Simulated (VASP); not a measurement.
# Ga (Cmce) in VASP: notebook

Aim: see how the results for Ga move with the level of theory and the settings. Levels: PBE, r2SCAN, LDA. Tasks: relaxation of cell and atoms.

Program: VASP 6.6.1. These are calculated values, not measurements. Logs are shortened: lines on timing, memory, paths and dates and some standing lists are left out, and cuts for length are marked.

## Step 1: Starting point

Symmetry: Cmce, No. 64, orthorhombic system. Conventional cell: a = 4.523 Å, b = 7.661 Å, c = 4.524 Å, α = 90.00°, β = 90.00°, γ = 90.00°. Ga (site symmetry m) is surrounded by 7 Ga at 2.48 to 2.79 Å.

## Step 2: Relaxation of cell and atoms, PBE

The input, INCAR:

```
PREC = Accurate
ENCUT = 600
EDIFF = 1E-6
ISMEAR = 1
SIGMA = 0.1
LREAL = F
LASPH = T
NELM = 80
ALGO = Normal
ISIF = 3
LWAVE = F
LCHARG = F
GGA = PE
IBRION = 2
NSW = 90
EDIFFG = -0.01
KPAR = 2
```

The input, KPOINTS:

```
Automatic mesh
0
Gamma
  12 12 10
```

The input, POSCAR:

```
Ga
1.0
    2.2615000000     -3.8305000000      0.0000000000
    2.2615000000      3.8305000000      0.0000000000
    0.0000000000      0.0000000000      4.5240000000
Ga
4
Direct
    0.8451000000      0.1549000000      0.0810000000
    0.6549000000      0.3451000000      0.5810000000
    0.1549000000      0.8451000000      0.9190000000
    0.3451000000      0.6549000000      0.4190000000
```

Potentials or basis: VASP PAW PBE potentials, release 64 (Ga_d).

Started as:

```console
cat potpaw_PBE.64/Ga_d/POTCAR > POTCAR
mpirun -np 2 vasp_std > vasp.out
```

OUTCAR:

```text
PREC = Accurate
   ENCUT = 600
   EDIFF = 1E-6
   ISMEAR = 1
   LREAL = F
   LASPH = T
   NELM = 80
   ISIF = 3
   GGA = PE
   IBRION = 2
   NSW = 90
   EDIFFG = -0.01

 ion  position               nearest neighbor table
   1  0.845  0.155  0.081-   3 2.48   2 2.69   2 2.69   4 2.73   4 2.73   3 2.79   3 2.79
   2  0.655  0.345  0.581-   4 2.48   1 2.69   1 2.69   3 2.73   3 2.73   4 2.79   4 2.79
   3  0.155  0.845  0.919-   1 2.48   4 2.69   4 2.69   2 2.73   2 2.73   1 2.79   1 2.79
   4  0.345  0.655  0.419-   2 2.48   3 2.69   3 2.69   1 2.73   1 2.73   2 2.79   2 2.79

  LATTYP: Found a base centered orthorhombic cell.
 ALAT       =     4.5230000000
 B/A-ratio  =     1.6937873093
 C/A-ratio  =     1.0002210922

  Lattice vectors:

 A1 = (   2.2615000000,  -3.8305000000,   0.0000000000)
 A2 = (   2.2615000000,   3.8305000000,   0.0000000000)
 A3 = (   0.0000000000,   0.0000000000,   4.5240000000)

Analysis of symmetry for initial positions (statically):
=====================================================================
 Subroutine PRICEL returns:
 Original cell was already a primitive cell.

 Routine SETGRP: Setting up the symmetry group for a
 base centered orthorhombic supercell.

 Subroutine GETGRP returns: Found  8 space group operations
 (whereof  4 operations were pure point group operations)
 out of a pool of  8 trial point group operations.

The static configuration has the point symmetry C_2h.
 The point group associated with its full space group is D_2h.

Analysis of symmetry for dynamics (positions and initial velocities):
=====================================================================
 Subroutine PRICEL returns:
 Original cell was already a primitive cell.

 Routine SETGRP: Setting up the symmetry group for a
 base centered orthorhombic supercell.

 Subroutine GETGRP returns: Found  8 space group operations
 (whereof  4 operations were pure point group operations)
 out of a pool of  8 trial point group operations.

The dynamic configuration has the point symmetry C_2h.
 The point group associated with its full space group is D_2h.

 Subroutine INISYM returns: Found  8 space group operations
 (whereof  4 operations are pure point group operations),
 and found     1 'primitive' translations

----------------------------------------------------------------------------------------

                                     Primitive cell

  volume of cell :      78.3799

  direct lattice vectors                    reciprocal lattice vectors
     2.261500000 -3.830500000  0.000000000     0.221092195 -0.130531262  0.000000000
     2.261500000  3.830500000  0.000000000     0.221092195  0.130531262  0.000000000
     0.000000000  0.000000000  4.524000000     0.000000000  0.000000000  0.221043324

  length of vectors
     4.448270731  4.448270731  4.524000000     0.256749234  0.256749234  0.221043324

  position of ions in fractional coordinates (direct lattice)
     0.845100000  0.154900000  0.081000000
     0.654900000  0.345100000  0.581000000
     0.154900000  0.845100000  0.919000000
     0.345100000  0.654900000  0.419000000

  ion indices of the primitive-cell ions
   primitive index   ion index
                 1           1
                 2           2
                 3           3
                 4           4

----------------------------------------------------------------------------------------

 KPOINTS: Automatic mesh

Automatic generation of k-mesh.
 Grid dimensions read from file:
 generate k-points for:   12   12   10

 Generating k-lattice:

  Cartesian coordinates                     Fractional coordinates (reciprocal lattice)
     0.018424350 -0.010877605  0.000000000     0.083333333  0.000000000  0.000000000
     0.018424350  0.010877605  0.000000000     0.000000000  0.083333333  0.000000000
     0.000000000  0.000000000  0.022104332     0.000000000  0.000000000  0.100000000

  Length of vectors
     0.021395770  0.021395770  0.022104332

  Shift w.r.t. Gamma in fractional coordinates (k-lattice)
     0.000000000  0.000000000  0.000000000

 Subroutine IBZKPT returns following result:
 ===========================================

 Found    258 irreducible k-points:

 Following reciprocal coordinates:
            Coordinates               Weight
  0.000000  0.000000  0.000000      1.000000
  0.083333 -0.000000  0.000000      4.000000
  0.166667  0.000000  0.000000      4.000000
  0.250000 -0.000000  0.000000      4.000000
  0.333333 -0.000000  0.000000      4.000000
  0.416667 -0.000000  0.000000      4.000000
[... 16 lines left out ...]
  0.500000  0.166667  0.000000      4.000000
 -0.416667  0.166667  0.000000      4.000000
 [... further k-points ...]
   k-points           NKPTS =    258   k-points in BZ     NKDIM =    258   number of bands    NBANDS=     31
   number of dos      NEDOS =    301   number of ions     NIONS =      4
   total plane-waves  NPLWV =  46656
   dimension x,y,z NGX =    36 NGY =   36 NGZ =   36
   dimension x,y,z NGXF=    72 NGYF=   72 NGZF=   72
   ions per type =               4
   NGX,Y,Z   is equivalent  to a cutoff of  13.45, 13.45, 13.23 a.u.
   NGXF,Y,Z  is equivalent  to a cutoff of  26.91, 26.91, 26.46 a.u.
 SYSTEM =  unknown system
   PREC   = accura    normal or accurate (medium, high low for compatibility)
   ISTART =      0    job   : 0-new  1-cont  2-samecut
   ICHARG =      2    charge: 1-file 2-atom 10-const
   ISPIN  =      1    spin polarized calculation?
   LNONCOLLINEAR =      F non collinear calculations
   LSORBIT =      F    spin-orbit coupling
   LASPH  =      T    aspherical Exc in radial PAW
   ENCUT  =  600.0 eV  44.10 Ry    6.64 a.u.   8.88  8.88  9.04*2*pi/ulx,y,z
   NELM   =     80;   NELMIN=  2; NELMDL= -5     # of ELM steps
   EDIFF  = 0.1E-05   stopping-criterion for ELM
   LREAL  =      F    real-space projection
   EDIFFG = -.1E-01   stopping-criterion for IOM
   NSW    =     90    number of steps for IOM
   IBRION =      2    ionic relax: 0-MD 1-quasi-New 2-CG
   NFREE  =      1    steps in history (QN), initial steepest desc. (CG)
   ISIF   =      3    stress and relaxation
   ISYM   =      2    0-nonsym 1-usesym 2-fastsym
   POTIM  = 0.5000    time-step for ionic-motion
   TEBEG  =    0.0;   TEEND  =   0.0 temperature during run
   PSTRESS=    0.0 pullay stress
   NELECT =      52.0000    total number of electrons
   NUPDOWN=      -1.0000    fix difference up-down
   EMIN   =  10.00;   EMAX   =-10.00  energy-range for DOS
   EFERMI =   0.00;   METHOD = LEGACY
   ISMEAR =     1;   SIGMA  =   0.10  broadening in eV -4-tet -1-fermi 0-gaus
   EFERMI_NEDOS =   21; number of points for ismear=-14 and -15
   IALGO  =     38    algorithm
   IMIX   =      4    mixing-type and parameters
     AMIX     =   0.40;   BMIX     =  1.00
     AMIX_MAG =   1.60;   BMIX_MAG =  1.00
  volume/ion in A,a.u.               =      19.59       132.23
  Fermi-wavevector in a.u.,A,eV,Ry     =   1.427823  2.698194 27.737908  2.038679
  Thomas-Fermi vector in A             =   2.547951
   LORBIT       =      0    0 simple, 1 ext, 2 COOP (PROOUT), +10 PAW based schemes
   GGA     = PE    functional components
   LHFCALC =     F    Hartree Fock is set to
   AEXX    =    0.0000 exact exchange contribution
   IVDW    =     0    specifies the selected vdW correction
   LEPSILON=     F    determine dielectric tensor
   LRPA    =     F    only Hartree local field effects (RPA)
 conjugate gradient relaxation of ions
 non-spin polarized calculation
 Methfessel and Paxton  Order N= 1 SIGMA  =   0.10
  energy-cutoff  :      600.00
  volume of cell :       78.38
 maximum number of plane-waves:      2648
   NGX = 17   NGY = 17   NGZ = 19

--------------------------------------- Ionic step        1  -------------------------------------------

 number of electron      52.0000010 magnetization

 Free energy of the ion-electron system (eV)
  ---------------------------------------------------
  ext. energy  EPLUGINS =         0.00000000
  ---------------------------------------------------
  free energy    TOTEN  =       -11.61080576 eV

  energy without entropy =      -11.61067159  energy(sigma->0) =      -11.61076104

------------------------ aborting loop because EDIFF is reached ----------------------------------------

  FORCE on cell =-STRESS in cart. coord.  units (eV):
  Direction    XX          YY          ZZ          XY          YZ          ZX
  --------------------------------------------------------------------------------------
  -------------------------------------------------------------------------------------
  Total        0.7444840      1.2386929      0.9277228      0.0000000     -0.0000000      0.0000000
  in kB       15.2181300     25.3203434     18.9637477      0.0000000     -0.0000000      0.0000000
  external PRESSURE =      19.8340737 kB  Pullay stress =       0.0000000 kB
[... 95 lines left out ...]
  FREE ENERGIE OF THE ION-ELECTRON SYSTEM (eV)
  ---------------------------------------------------
  free  energy   TOTEN  =       -11.6296561511 eV

  energy  without entropy=      -11.6291549171  energy(sigma->0) =      -11.62948907

[... ionic steps 4 to 9 ...]

--------------------------------------- Ionic step       10  -------------------------------------------

 number of electron      52.0000007 magnetization

------------------------ aborting loop because EDIFF is reached ----------------------------------------
[... 71 lines left out ...]
--------------------------------------- Ionic step       12  -------------------------------------------

 number of electron      52.0000008 magnetization

 Free energy of the ion-electron system (eV)
  ---------------------------------------------------
  ext. energy  EPLUGINS =         0.00000000
  ---------------------------------------------------
  free energy    TOTEN  =       -11.63118798 eV

  energy without entropy =      -11.63069763  energy(sigma->0) =      -11.63102453

 E-fermi :   4.6787     XC(G=0): -10.4650

 val. band max:        4.6747282593   @ k =  -0.0833   0.0833   0.3000
 cond. band min:       4.6791354494   @ k =  -0.3333   0.3333   0.2000
 fundamental gap:      0.0044071901
 Fermi energy:         4.6786683340

 k-point     1 :       0.0000    0.0000    0.0000
  band No.  band energies     occupation
      1     -10.3864      2.00000
      2     -10.3778      2.00000
      3     -10.3481      2.00000
      4     -10.3334      2.00000
      5     -10.3170      2.00000
      6     -10.2949      2.00000
[... 805 lines left out ...]
     30       7.9809      0.00000
     31       8.8664      0.00000

 [... further k-points ...]

------------------------ aborting loop because EDIFF is reached ----------------------------------------

  FORCE on cell =-STRESS in cart. coord.  units (eV):
  Direction    XX          YY          ZZ          XY          YZ          ZX
  --------------------------------------------------------------------------------------
  -------------------------------------------------------------------------------------
  Total       -0.0370603     -0.0238369     -0.0376008      0.0000000     -0.0000000      0.0000000
  in kB       -0.7301700     -0.4696398     -0.7408202      0.0000000     -0.0000000      0.0000000
  external PRESSURE =      -0.6468767 kB  Pullay stress =       0.0000000 kB
[... 19 lines left out ...]
  FREE ENERGIE OF THE ION-ELECTRON SYSTEM (eV)
  ---------------------------------------------------
  free  energy   TOTEN  =       -11.6311879793 eV

  energy  without entropy=      -11.6306976299  energy(sigma->0) =      -11.63102453

 reached required accuracy - stopping structural energy minimisation
```

It took 20 min on 2 MPI ranks of AMD EPYC 9R45 (Zen 5), shared host; peak memory 0.6 GiB.

Results:

- Free energy: -11.6312 eV
- Relaxed volume: 20.33 Å³/atom
- Relaxed cell: a = 4.498 Å, b = 4.498 Å, c = 4.593 Å, α = 90.00°, β = 90.00°, γ = 118.91°
- Space group after relaxing (to 0.05 Å): Cmce (No. 64)
- Energy gained by relaxing: 5.1 meV/atom
- Ionic steps: 12
- Pressure after relaxing: -0.1 GPa
- Largest force after relaxing: 0.005 eV/Å
- Band gap on the k mesh: none (metal or under the smearing width)

Forces in eV/Å, atoms in the order of the input:
```
Ga   0.000  0.001  0.005
Ga   0.000 -0.001  0.005
Ga   0.000 -0.001 -0.005
Ga   0.000  0.001 -0.005
```

Step by step:
| step | energy change (eV) | largest force (eV/Å) | pressure (GPa) | volume (Å³) |
| --- | --- | --- | --- | --- |
| 1 | 0.0000 | 0.1370 | 1.98 | 78.38 |
| 2 | -0.0196 | 0.0256 | 0.25 | 81.16 |
| 3 | -0.0189 | 0.0045 | -0.30 | 81.89 |
| 4 | -0.0196 | 0.0169 | -0.12 | 81.46 |
| 5 | -0.0196 | 0.0215 | 0.05 | 81.35 |
| 6 | -0.0201 | 0.0214 | -0.12 | 81.43 |
| 7 | -0.0202 | 0.0231 | -0.09 | 81.47 |
| 8 | -0.0201 | 0.0275 | -0.18 | 81.56 |
| 9 | -0.0202 | 0.0259 | -0.10 | 81.49 |
| 10 | -0.0204 | 0.0060 | -0.07 | 81.34 |
| 11 | -0.0204 | 0.0078 | 0.16 | 81.27 |
| 12 | -0.0204 | 0.0051 | -0.06 | 81.32 |

Final structure:
```
Ga
1.0
     2.28556   -3.87353    0.00000
     2.28556    3.87353    0.00000
     0.00000    0.00000    4.59267
Ga
4
Cartesian
  2.2856 -2.6627 0.3747
  2.2856 -1.2108 2.6710
  2.2856 2.6627 4.2180
  2.2856 1.2108 1.9217
```

Levels at points of the mesh, in eV from the Fermi level:
| k point | band 23 | band 24 | band 25 | band 26 | band 27 | band 28 | band 29 | band 30 |
| --- | --- | --- | --- | --- | --- | --- | --- | --- |
| (0.00, 0.00, 0.00) | -3.63 | -1.81 | -1.60 | -0.62 | 0.91 | 0.97 | 1.18 | 4.87 |
| (0.50, 0.00, 0.00) | -3.38 | -3.38 | -1.26 | -1.26 | 0.73 | 0.73 | 4.01 | 4.01 |
| (0.50, 0.50, 0.00) | -4.15 | -3.08 | -1.79 | -1.46 | 1.14 | 1.28 | 3.18 | 3.70 |
| (0.00, 0.00, 0.50) | -0.31 | -0.31 | 0.07 | 0.07 | 0.12 | 0.12 | 2.05 | 2.05 |
| (0.50, 0.00, 0.50) | -6.07 | -6.07 | -1.41 | -1.41 | 0.55 | 0.55 | 6.95 | 6.95 |
| (0.50, 0.50, 0.50) | -5.20 | -5.20 | -1.15 | -1.15 | -0.88 | -0.88 | 6.42 | 6.42 |

PBE usually gives volumes a little too large and moduli too small. Zero-point motion and thermal expansion aren't in these numbers.

## Step 3: Relaxation of cell and atoms, PBE

This run uses another cell than the first one, of 20.33 Å³/atom, 1.038 times its volume.

Changes to INCAR since step 2:

```diff
@@ -2,3 +2,3 @@
 ENCUT = 600
-EDIFF = 1E-6
+EDIFF = 1E-7
 ISMEAR = 1
@@ -15,3 +15,3 @@
 NSW = 90
-EDIFFG = -0.01
+EDIFFG = -0.005
 KPAR = 2
```

KPOINTS is that of step 2.

The input, POSCAR:

```
Ga                                      
1.0
    2.2855619713     -3.8735327684      0.0000000000
    2.2855619713      3.8735327684     -0.0000000000
    0.0000000000     -0.0000000000      4.5926667134
  Ga            
     4
Direct
     0.8437082577567688    0.1562917422432311    0.0815815040865684
     0.6562917422432312    0.3437082577567688    0.5815815040865683
     0.1562917422432311    0.8437082577567688    0.9184184959134317
     0.3437082577567688    0.6562917422432312    0.4184184959134316
```

Potentials or basis: VASP PAW PBE potentials, release 64 (Ga_d).

Started as:

```console
cat potpaw_PBE.64/Ga_d/POTCAR > POTCAR
mpirun -np 2 vasp_std > vasp.out
```

It took 3.4 min on 2 MPI ranks of AMD EPYC 9R45 (Zen 5), shared host; peak memory 0.61 GiB.

Results (log left out):

```yaml
Free_energy: -11.6320 eV
Pressure_after_relaxing: 0.0 GPa
Largest_force_after_relaxing: 0.004 eV/Å
Band_gap_on_the_k_mesh: none (metal or under the smearing width)
```

Forces in eV/Å, atoms in the order of the input:
```
Ga   0.000  0.000  0.004
Ga   0.000  0.000  0.004
Ga   0.000  0.000 -0.004
Ga   0.000  0.000 -0.004
```

Final structure:
```
Ga
1.0
     2.28556   -3.87353    0.00000
     2.28556    3.87353    0.00000
     0.00000    0.00000    4.59267
Ga
4
Cartesian
  2.2856 -2.6627 0.3747
  2.2856 -1.2108 2.6710
  2.2856 2.6627 4.2180
  2.2856 1.2108 1.9217
```

Levels at points of the mesh, in eV from the Fermi level:
| k point | band 24 | band 25 | band 26 | band 27 | band 28 | band 29 |
| --- | --- | --- | --- | --- | --- | --- |
| (0.00, 0.00, 0.00) | -1.81 | -1.60 | -0.62 | 0.91 | 0.97 | 1.18 |
| (0.50, 0.00, 0.00) | -3.38 | -1.26 | -1.26 | 0.73 | 0.73 | 4.01 |
| (0.50, 0.50, 0.00) | -3.08 | -1.79 | -1.46 | 1.14 | 1.28 | 3.18 |
| (0.00, 0.00, 0.50) | -0.31 | 0.07 | 0.07 | 0.12 | 0.12 | 2.05 |
| (0.50, 0.00, 0.50) | -6.07 | -1.41 | -1.41 | 0.55 | 0.55 | 6.95 |
| (0.50, 0.50, 0.50) | -5.20 | -1.15 | -1.15 | -0.88 | -0.88 | 6.42 |

Caveat: the relaxation stopped at its first step, so nothing moved.

## Step 4: Relaxation of cell and atoms, r2SCAN

The input, INCAR:

```
SYSTEM = Ga
PREC = Accurate
ENCUT = 600
EDIFF = 1E-6
ISMEAR = 1
SIGMA = 0.1
LREAL = .False.
LASPH = .True.
NELM = 80
ALGO = Normal
ISIF = 3
LWAVE = .False.
LCHARG = .False.
METAGGA = R2SCAN
LMIXTAU = .True.
IBRION = 2
NSW = 90
EDIFFG = -0.01
KPAR = 2
```

The input, KPOINTS:

```
Automatic mesh
0
Gamma
  12 12 10
  0 0 0
```

The input, POSCAR:

```
Ga
1.0
    2.2615000000     -3.8305000000      0.0000000000
    2.2615000000      3.8305000000      0.0000000000
    0.0000000000      0.0000000000      4.5240000000
Ga
4
Direct
    0.8451000000      0.1549000000      0.0810000000
    0.6549000000      0.3451000000      0.5810000000
    0.1549000000      0.8451000000      0.9190000000
    0.3451000000      0.6549000000      0.4190000000
```

Started as:

```console
cat potpaw_PBE.64/Ga_d/POTCAR > POTCAR
mpirun -np 2 vasp_std > vasp.out
```

Wall time 49 min (2 MPI ranks of Intel Xeon 6975P-C (Granite Rapids), shared host); peak memory 0.64 GiB.

It converged, with:

```yaml
Free_energy: -45.7782 eV
Relaxed_volume: 19.19 Å³/atom
Relaxed_cell: a = 4.410 Å, b = 4.410 Å, c = 4.509 Å, α = 90.00°, β = 90.00°, γ = 118.93°
Space_group_after_relaxing_to_0.05_Å: Cmce (No. 64)
Energy_gained_by_relaxing: 3.0 meV/atom
Ionic_steps: 12
Pressure_after_relaxing: 0.0 GPa
Largest_force_after_relaxing: 0.007 eV/Å
Band_gap_on_the_k_mesh: none (metal or under the smearing width)
```

Forces on the atoms (eV/Å):
```
Ga   0.000  0.006  0.004
Ga   0.000 -0.006  0.004
Ga   0.000 -0.006 -0.004
Ga   0.000  0.006 -0.004
```

Stress tensor (GPa, compression positive):
```
-0.06  0.00  0.00
 0.00 -0.01  0.00
 0.00  0.00  0.08
```

Step by step:
| step | energy change (eV) | largest force (eV/Å) | pressure (GPa) | volume (Å³) |
| --- | --- | --- | --- | --- |
| 1 | 0.0000 | 0.1668 | -1.24 | 78.38 |
| 2 | -0.0107 | 0.0364 | 0.08 | 76.67 |
| 3 | -0.0107 | 0.0349 | 0.18 | 76.67 |
| 4 | -0.0112 | 0.0269 | 0.02 | 76.74 |
| 5 | -0.0114 | 0.0265 | -0.03 | 76.80 |
| 6 | -0.0114 | 0.0272 | -0.02 | 76.81 |
| 7 | -0.0116 | 0.0215 | -0.01 | 76.80 |
| 8 | -0.0117 | 0.0265 | 0.00 | 76.79 |
| 9 | -0.0118 | 0.0234 | 0.00 | 76.78 |
| 10 | -0.0120 | 0.0145 | 0.00 | 76.77 |
| 11 | -0.0120 | 0.0078 | 0.02 | 76.75 |
| 12 | -0.0121 | 0.0075 | 0.00 | 76.76 |

Final structure:
```xyz
4
Lattice="2.2407 -3.7987 0.0000 2.2407 3.7987 0.0000 0.0000 0.0000 4.5092" Properties=species:S:1:pos:R:3 pbc="T T T"
Ga    2.2407   -2.6147    0.3827
Ga    2.2407   -1.1840    2.6373
Ga    2.2407    2.6147    4.1265
Ga    2.2407    1.1840    1.8719
```

Levels at points of the mesh, in eV from the Fermi level:
```
           k point  band 22  band 23  band 24  band 25  band 26  band 27  band 28  band 29  band 30  band 31
(0.00, 0.00, 0.00)    -4.36    -3.95    -1.86    -1.56    -0.78     1.02     1.20     1.29     5.60     5.77
(0.50, 0.00, 0.00)    -9.03    -3.53    -3.53    -1.51    -1.51     0.97     0.97     4.51     4.51     5.76
(0.50, 0.50, 0.00)    -7.57    -4.17    -3.49    -1.74    -1.65     1.20     1.36     3.76     4.07     4.47
(0.00, 0.00, 0.50)    -9.70    -0.04    -0.04     0.04     0.04     0.18     0.18     2.27     2.27     4.29
(0.50, 0.00, 0.50)    -7.50    -6.57    -6.57    -1.62    -1.62     0.79     0.79     7.75     7.75     8.34
(0.50, 0.50, 0.50)    -7.97    -5.54    -5.54    -1.35    -1.35    -0.83    -0.83     7.21     7.21     8.58
```

Caveat: the PAW data sets were made with another functional, which shifts forces and pressure a little.

[end of part 1 of 2]
